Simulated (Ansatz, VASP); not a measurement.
# Cross-check of BiN between VASP and Ansatz, part 2 of 2

Aim: how closely do two programs agree when they are given the same cell, functional and k mesh? The cell is generated by rule, not measured, and may not be a known phase. The cell is taken from a series of runs on this material, whose earlier steps may have relaxed, scaled, displaced or heated it; both programs get it as it stands.

VASP 6.6.1 and Ansatz 0.2.0.

So far: The structure; VASP: zone-centre phonons, PBEsol.

## (2) VASP: zone-centre phonons, PBEsol (continued)

Level of this step: PBEsol; plane waves and PAW (Bi_d, N); invented cell (VASP).

Numbers of over 12 decimals in the logs are rounded to 6 here.

OUTCAR, selected parts (step 2):

```text
ion  position               nearest neighbor table
   1  0.500  0.500  0.222-   4 2.23   4 2.23   3 2.36   3 2.36   2 3.58   2 3.58   2 3.58   2 3.58

  LATTYP: Found a simple orthorhombic cell.
 ALAT       =     3.6239756741
 B/A-ratio  =     1.2169354125
 C/A-ratio  =     1.3399764012

 Subroutine GETGRP returns: Found  8 space group operations
 (whereof  4 operations were pure point group operations)

The static configuration has the point symmetry C_2v.
 The point group associated with its full space group is D_2h.

 Found    100 irreducible k-points:

   k-points           NKPTS =    100   k-points in BZ     NKDIM =    100   number of bands    NBANDS=     26

   dimension x,y,z NGX =    30 NGY =   36 NGZ =   40
   dimension x,y,z NGXF=    60 NGYF=   72 NGZF=   80

   ENCUT  =  600.0 eV  44.10 Ry    6.64 a.u.   7.24  8.81  9.70*2*pi/ulx,y,z

   NELECT =      40.0000    total number of electrons

 k-points in reciprocal lattice and weights: Automatic mesh
   0.00000000  0.00000000  0.00000000       0.003
   0.12500000  0.00000000  0.00000000       0.005
   0.25000000  0.00000000  0.00000000       0.005
   0.37500000  0.00000000  0.00000000       0.005
   0.50000000  0.00000000  0.00000000       0.003
   0.00000000  0.12500000  0.00000000       0.005
   0.12500000  0.12500000  0.00000000       0.010
   0.25000000  0.12500000  0.00000000       0.010
   0.37500000  0.12500000  0.00000000       0.010
[...]
0.37500000  0.50000000  0.50000000       0.005
   0.50000000  0.50000000  0.50000000       0.003

 average (electrostatic) potential at core
       1-103.6594       2-103.6594       3 -61.2357       4 -61.2357

  Total        0.0412084      0.0449189      0.0259951      0.0000000      0.0000000      0.0000000
  in kB        0.8506978      0.9272971      0.5366372      0.0000000      0.0000000      0.0000000
  external PRESSURE =       0.7715440 kB  Pullay stress =       0.0000000 kB

  energy-cutoff  :      600.00
  volume of cell :       77.61
      direct lattice vectors                 reciprocal lattice vectors
     3.623975674  0.000000000  0.000000000     0.275940042  0.000000000  0.000000000
     0.000000000  4.410144332  0.000000000     0.000000000  0.226749948  0.000000000
     0.000000000  0.000000000  4.856041882     0.000000000  0.000000000  0.205929031

 POSITION                                       TOTAL-FORCE (eV/Angst)
 -----------------------------------------------------------------------------------
      1.81199      2.20507      1.07699         0.000000      0.000000      0.042712
      0.00000      0.00000      3.77906         0.000000      0.000000     -0.042712
      1.81199      0.00000      0.22869         0.000000      0.000000      0.015040
      0.00000      2.20507      4.62736         0.000000      0.000000     -0.015040
 -----------------------------------------------------------------------------------
    total drift:                                0.000000      0.000000      0.000000

 Eigenvectors and eigenvalues of the dynamical matrix
 ----------------------------------------------------

   1 f  =   14.651928 THz    92.060781 2PiTHz  488.735724 cm-1    60.595480 meV
             X         Y         Z           dx          dy          dz
      1.811988  2.205072  1.076987     0.000000   -0.028889    0.000000
      0.000000  0.000000  3.779055     0.000000    0.028889    0.000000
      1.811988  0.000000  0.228685    -0.000000    0.706516   -0.000000
      0.000000  2.205072  4.627357     0.000000   -0.706516   -0.000000

   2 f  =   14.545138 THz    91.389797 2PiTHz  485.173577 cm-1    60.153830 meV
             X         Y         Z           dx          dy          dz
      1.811988  2.205072  1.076987     0.000000   -0.000000   -0.177182
      0.000000  0.000000  3.779055    -0.000000    0.000000   -0.177182
      1.811988  0.000000  0.228685     0.000000    0.000000    0.684548
      0.000000  2.205072  4.627357    -0.000000   -0.000000    0.684548

   3 f  =   14.444078 THz    90.754816 2PiTHz  481.802567 cm-1    59.735878 meV
             X         Y         Z           dx          dy          dz
      1.811988  2.205072  1.076987    -0.097417    0.000000   -0.000000
      0.000000  0.000000  3.779055     0.097417    0.000000   -0.000000
      1.811988  0.000000  0.228685    -0.700364   -0.000000    0.000000
      0.000000  2.205072  4.627357     0.700364   -0.000000    0.000000

   4 f  =   13.804659 THz    86.737232 2PiTHz  460.473865 cm-1    57.091457 meV
             X         Y         Z           dx          dy          dz
      1.811988  2.205072  1.076987    -0.000000   -0.000000    0.074037
      0.000000  0.000000  3.779055     0.000000    0.000000   -0.074037
      1.811988  0.000000  0.228685    -0.000000    0.000000    0.703220
      0.000000  2.205072  4.627357     0.000000   -0.000000   -0.703220

   5 f  =   11.712440 THz    73.591432 2PiTHz  390.684949 cm-1    48.438738 meV
             X         Y         Z           dx          dy          dz
      1.811988  2.205072  1.076987    -0.177191    0.000000    0.000000
      0.000000  0.000000  3.779055    -0.177191    0.000000   -0.000000
      1.811988  0.000000  0.228685     0.684546   -0.000000    0.000000
      0.000000  2.205072  4.627357     0.684546   -0.000000   -0.000000

   6 f  =    6.929501 THz    43.539337 2PiTHz  231.143266 cm-1    28.658100 meV
             X         Y         Z           dx          dy          dz
      1.811988  2.205072  1.076987    -0.000000   -0.176735   -0.000000
      0.000000  0.000000  3.779055    -0.000000   -0.176735    0.000000
      1.811988  0.000000  0.228685    -0.000000    0.684664   -0.000000
      0.000000  2.205072  4.627357     0.000000    0.684664   -0.000000

   7 f  =    4.340282 THz    27.270795 2PiTHz  144.776216 cm-1    17.949955 meV
             X         Y         Z           dx          dy          dz
      1.811988  2.205072  1.076987    -0.000000   -0.000000    0.703220
      0.000000  0.000000  3.779055    -0.000000   -0.000000   -0.703220
      1.811988  0.000000  0.228685     0.000000    0.000000   -0.074037
      0.000000  2.205072  4.627357     0.000000    0.000000    0.074037

   8 f  =    2.906636 THz    18.262930 2PiTHz   96.954927 cm-1    12.020874 meV
             X         Y         Z           dx          dy          dz
      1.811988  2.205072  1.076987    -0.700364    0.000000    0.000000
      0.000000  0.000000  3.779055     0.700364   -0.000000    0.000000
      1.811988  0.000000  0.228685     0.097417    0.000000    0.000000
      0.000000  2.205072  4.627357    -0.097417   -0.000000    0.000000

   9 f  =    2.852317 THz    17.921637 2PiTHz   95.143060 cm-1    11.796231 meV
             X         Y         Z           dx          dy          dz
      1.811988  2.205072  1.076987     0.000000    0.706516    0.000000
      0.000000  0.000000  3.779055    -0.000000   -0.706516    0.000000
      1.811988  0.000000  0.228685    -0.000000    0.028889    0.000000
      0.000000  2.205072  4.627357     0.000000   -0.028889    0.000000

  10 f/i=    0.000080 THz     0.000505 2PiTHz    0.002684 cm-1     0.000333 meV
             X         Y         Z           dx          dy          dz
      1.811988  2.205072  1.076987    -0.684546   -0.000000    0.000000
      0.000000  0.000000  3.779055    -0.684546   -0.000000    0.000000
      1.811988  0.000000  0.228685    -0.177191   -0.000000    0.000000
      0.000000  2.205072  4.627357    -0.177191   -0.000000    0.000000

  11 f/i=    0.000093 THz     0.000587 2PiTHz    0.003119 cm-1     0.000387 meV
             X         Y         Z           dx          dy          dz
      1.811988  2.205072  1.076987    -0.000000    0.000000   -0.684548
      0.000000  0.000000  3.779055    -0.000000    0.000000   -0.684548
      1.811988  0.000000  0.228685    -0.000000    0.000000   -0.177182
      0.000000  2.205072  4.627357    -0.000000    0.000000   -0.177182

  12 f/i=    0.004565 THz     0.028682 2PiTHz    0.152270 cm-1     0.018879 meV
             X         Y         Z           dx          dy          dz
      1.811988  2.205072  1.076987     0.000000   -0.684664   -0.000000
      0.000000  0.000000  3.779055     0.000000   -0.684664   -0.000000
      1.811988  0.000000  0.228685     0.000000   -0.176735   -0.000000
      0.000000  2.205072  4.627357     0.000000   -0.176735   -0.000000

 ELASTIC MODULI CONTR FROM IONIC RELAXATION (kBar)
 Direction    XX          YY          ZZ          XY          YZ          ZX
 --------------------------------------------------------------------------------
 XX        -871.6286    166.9350   -642.0639      0.0000     -0.0000      0.0000
 YY         166.9350   -781.0290   -347.3005      0.0000     -0.0000      0.0000
 ZZ        -642.0639   -347.3005   -768.2023      0.0000     -0.0000      0.0000
 XY           0.0000      0.0000      0.0000      0.0000      0.0000      0.0000
 YZ          -0.0000     -0.0000     -0.0000      0.0000   -321.2579      0.0000
 ZX           0.0000      0.0000      0.0000      0.0000      0.0000   -644.6265
 --------------------------------------------------------------------------------
```

## (3) Ansatz: zone-centre phonons, PBEsol

Ansatz runs on its default PAW (the set named soft_2) files.

The same cell, functional, mesh and smearing now go to Ansatz, which takes its cutoff from its data sets.

input.yaml reads:

```yaml
crystal:
  lattice:
    - [3.6239756741, 0.0, 0.0]
    - [0.0, 4.4101443317, 0.0]
    - [0.0, 0.0, 4.8560418817]
  atoms:
    - { symbol: Bi, position: [0.5, 0.5, 0.2217828252] }
    - { symbol: Bi, position: [0.0, 0.0, 0.7782171748] }
    - { symbol: "N", position: [0.5, 0.0, 0.0470929314] }
    - { symbol: "N", position: [0.0, 0.5, 0.9529070686] }
kpoints:
  mp_grid: { grid: [8, 8, 6] }
hamiltonian:
  xc: pbesol
scf:
  occupations: { method: gaussian, width: 0.02 }
output:
  eigenvalues: true
phonons:
  method: dfpt
```

On the command line:

```console
> ansatz run input.yaml --threads 4 --pin off --max-ram 7168MiB --backend cpu --events-out ev --progress --plain --runs-dir out
```

Output:

```text
zone centre: on kpoints.mp_grid the ground state, and the responses unless they are solved on pairs of k-points, stand on 100 of the mesh's 384 k-points, reduced under 4 symmetry operations, with k and −k counted as one. Each operation leaves every solved displacement unchanged or reverses it
Engine: ansatz 0.2.0, aarch64-unknown-linux-gnu
Pseudopotentials: kind: paw
Pseudopotential: Bi, paw, valence charge 15, recommended cutoff 420 eV (normal), Bi.paw.azcp
Pseudopotential: N, paw, valence charge 5, recommended cutoff 420 eV (normal), N.paw.azcp
Functional definition: PBEsol
  exchange = pbesol_x
  correlation = pbesol_c
Crystal: 4 atoms, lattice volume = 77.611 Å³
Basis set: ecut = 420 eV, 1515 PW (Γ), exchange–correlation on 60×60×72 points (8 copies of the dense FFT grid, shifted against one another)
Bands: 24, of which v1, the nominal top of the filled ones, is band 20 counted from 1 (19 counted from 0)
Symmetry: 8 space group operations
k-points: 100 of 384 (irreducible under 4 space group operations, time reversal used)
Non-local potential: Bi, projectors of the file, l = 0: 2, l = 1: 2, l = 2: 2, l = 3: 2
Non-local potential: N, projectors of the file, l = 0: 2, l = 1: 2, l = 2: 1
PAW form: soft (Blöchl's): semilocal exchange-correlation on the pseudo side does not see the compensation charge
PAW frozen core: Bi, regenerated for the run's functional, and the local potential with it (the file was generated under x = pbe(κ = 0.804, μ = 0.219515), c = pbe(β = 0.066725))
PAW frozen core: N, regenerated for the run's functional, and the local potential with it (the file was generated under x = pbe(κ = 0.804, μ = 0.219515), c = pbe(β = 0.066725))
PAW one-centre angular grid: Bi, 590 points (default); XC on 64 Gauss nodes
PAW one-centre angular grid: N, 110 points (default); XC on 64 Gauss nodes
Initial density: superposition of atomic densities (neutral atoms: chi_scale 0, normalization atom), corrected by the library's trained network
Initial wavefunctions: pseudopotential atomic-orbital guess
Functional: x = pbesol(κ = 0.804, μ = 0.123457), c = pbesol(β = 0.046)
SCF iter   1: F=—  HF=-25238.821747 eV  |F-HF|=—  |Δ(HF+E_count)|=         —  Δρ=1.17e-2  dr2=1.44e-1  ethr=1.77e-3  ⟨swp⟩=6.4  Hψ=11440  notcnv=0
preconditioner: auto → Resta (q_TF=auto, 2.443 Å⁻¹)  ε∞=3.3  [insulator: Δε(μ)=0.166 eV  Ē_g=17.716 eV  σ=0.020 eV  W_gap=1.00  n_scr=18 (ndim 8)  ℏωp=26.7 eV  f_vac=0.009  D(μ)=0.00/eV (n_scr^D=0)  ε∞_Penn≈3.3]
SCF iter   2: F=—  HF=-25238.797748 eV  |F-HF|=—  |Δ(HF+E_count)|=   2.40e-2  Δρ=4.11e-3  dr2=1.83e-2  ethr=3.60e-4  ⟨swp⟩=2.0  Hψ=3592  notcnv=0
SCF iter   3: F=—  HF=-25238.794597 eV  |F-HF|=—  |Δ(HF+E_count)|=   3.15e-3  Δρ=5.90e-4  dr2=1.92e-4  ethr=4.57e-5  ⟨swp⟩=2.0  Hψ=3354  notcnv=0
SCF iter   4: F=—  HF=-25238.794663 eV  |F-HF|=—  |Δ(HF+E_count)|=   6.59e-5  Δρ=7.05e-5  dr2=5.55e-6  ethr=4.81e-7  ⟨swp⟩=2.0  Hψ=3392  notcnv=0
SCF iter   5: F=—  HF=-25238.794650 eV  |F-HF|=—  |Δ(HF+E_count)|=   1.33e-5  Δρ=2.53e-5  dr2=5.60e-7  ethr=1.39e-8  ⟨swp⟩=2.8  Hψ=4471  notcnv=0
SCF iter   6: F=—  HF=-25238.794656 eV  |F-HF|=—  |Δ(HF+E_count)|=   6.36e-6  Δρ=5.25e-6  dr2=2.98e-8  ethr=1.40e-9  ⟨swp⟩=2.0  Hψ=3325  notcnv=0
SCF iter   7: F=—  HF=-25238.794656 eV  |F-HF|=—  |Δ(HF+E_count)|=   7.22e-9  Δρ=1.07e-6  dr2=9.14e-10  ethr=7.44e-11  ⟨swp⟩=2.5  Hψ=4121  notcnv=0
SCF iter   8: F=—  HF=-25238.794656 eV  |F-HF|=—  |Δ(HF+E_count)|=  5.82e-10  Δρ=2.26e-7  dr2=4.96e-11  ethr=2.29e-12  ⟨swp⟩=2.7  Hψ=4309  notcnv=0
SCF iter   9: F=-25238.794656 eV  HF=-25238.794656 eV  |F-HF|=7.28e-12  |Δ(HF+E_count)|=  3.27e-11  Δρ=6.30e-8  dr2=3.12e-12  ethr=1.00e-12  ⟨swp⟩=6.1  Hψ=11680  notcnv=0
SCF 1 converged in 9 iterations: F = -25238.794656 eV  dr2 = 3.12e-12
  greatest PAW one-centre occupation: 0.991 electrons in one spin orbital (limit 2), on the Bi atom at site 1 (counted from 0), in its partial waves of l = 2
DFPT response loops at Γ: preconditioner auto → Resta (q_TF=auto, 2.443 Å⁻¹)  ε∞=18.9 (no band partly filled); β = 1.00, the filter's whole step (`scf.mixing.beta` (0.50) is not read by the response loops at its default; to damp them type it under 1.00, their step now; it binds the ground state too); Broyden in place of MSR1
SCF converged after 9 iterations
Free energy (F): -25238.794656 eV
Harris-Foulkes:  -25238.794656 eV  (|F-HF|=7.28e-12)
Internal energy: -25238.794656 eV  (E = F + TS)
E sigma→0 (E₀):  -25238.794656 eV
Fermi energy:    10.298664 eV
--- Per-component energies (eV) ---
  E_band       = -163.166292
  E_kinetic    = 861.682289
  E_local      = -3498.859735  (includes V_loc(G=0)·N_el)
  E_nonlocal   = 1222.556106
  E_hartree    = 1153.041130
  E_xc         = -417.610289
  E_vxc        = -437.874658  (∫ρ·V_xc dr)
  E_paw        = -21266.552512  (= ΣΔE_a)
  E_vpaw       = -616.751845  (= ΣTr[D̂ρ^β])
  E_aug_tail   = -0.000739  (compensation charges beyond the density's cutoff)
  E_ewald      = -3293.286609
  E_core_change = 0.235702  (= ΣΔE_core)
  E_smearing   = -0.000000  (= −TS)
  E_closure    = 0.000000  (closes the sum)
  Σ components = -25238.794656   (vs F -25238.794656, Δ=0.00e0)
--- Band table (eV; the first three rows and the last of 100) ---
  k-point 0: bands = [... 16 lower, 8.5007, 8.9021, 9.0931, 9.7748, 12.4856, 13.1390, 14.4703, 14.7103]
  k-point 1: bands = [... 16 lower, 8.5031, 8.8156, 9.0984, 9.9242, 11.6819, 13.3922, 13.5197, 14.8505]
  k-point 2: bands = [... 16 lower, 8.6218, 8.6957, 9.1072, 10.2142, 10.5160, 12.6699, 13.5327, 14.0710]
  k-point 99: bands = [... 16 lower, 6.8004, 6.8004, 10.1303, 10.1303, 13.7019, 13.7019, 14.2210, 14.2210]
--- Phonons (Γ-DFPT): 6 representative perturbations + reference, on 100 of 384 k-points (Σ response iterations 18) ---
  k mesh reduced under 4 symmetry operations, with k and −k counted as one. Each operation leaves every solved displacement unchanged or reverses it
  ASR residual: 6.699e-5 → 0.000e0 eV/Å²; symmetrization residual: 7.061e-6 eV/Å²
  ASR residual per site (eV/Å²): 6.70e-5 6.70e-5 1.56e-5 1.56e-5
  Γ frequencies (cm⁻¹): 0.00 0.00 0.00 94.37 96.76 144.58 227.76 389.62 459.50 478.61 482.75 485.94
  non-analytic LO–TO correction: not included (Born effective charges unavailable; polar crystals: no LO–TO splitting at Γ)
```

## (4) Differences

Known differences besides the potentials themselves: the cutoff is 420 eV in Ansatz and 600 eV in VASP; Ansatz makes its cores anew for this functional, VASP keeps those of its PBE data sets. Total energies have different zeros and are not compared.

Both answers:

| quantity | Ansatz | VASP | difference |
| --- | --- | --- | --- |
| optical mode 1 (cm⁻¹) | 94.4 | 95.1 | -0.81 % |
| optical mode 2 (cm⁻¹) | 96.8 | 97.0 | -0.20 % |
| optical mode 3 (cm⁻¹) | 144.6 | 144.8 | -0.14 % |
| optical mode 4 (cm⁻¹) | 227.8 | 231.1 | -1.46 % |
| optical mode 5 (cm⁻¹) | 389.6 | 390.7 | -0.27 % |
| optical mode 6 (cm⁻¹) | 459.5 | 460.5 | -0.21 % |
| optical mode 7 (cm⁻¹) | 478.6 | 481.8 | -0.66 % |
| optical mode 8 (cm⁻¹) | 482.8 | 485.2 | -0.50 % |
| optical mode 9 (cm⁻¹) | 485.9 | 488.7 | -0.57 % |

Modes are paired by rising frequency, not by their patterns, so a pair may set unlike modes beside each other; they are those without the splitting of longitudinal modes.

## (5) Outcome

```yaml
r_m_s_difference_of_the_optical_zone_centre_modes_each_program_s_sorted_by_frequency_zone_centre_phonons_pbesol: 2.1 cm⁻¹
difference_in_optical_mode_4_zone_centre_phonons_pbesol: -1.5 %
```

In words: The r.m.s. difference of the optical zone-centre modes, each program's sorted by frequency is 2.1 cm⁻¹ (zone-centre phonons, PBEsol). Among the rows given in per cent, the largest difference of the zone-centre phonons, PBEsol pair is in optical mode 4, -1.5 %. Such differences can come from data sets, numerical settings and the points named under the comparisons, not from the functional's error against experiment.

[Lines on the potential files, build, host, timing and source positions are cut from VASP's logs without a mark.]

[Logs are printed without paths, hosts, clocks, repeated set-up lines and the standing remarks that a program may print on its own settings, such as how far it seeks lower states.]

[Hosts, paths, dates, database ids (printed as entryN), source tags and the programs' standing remarks are cut or masked in the printed files.]
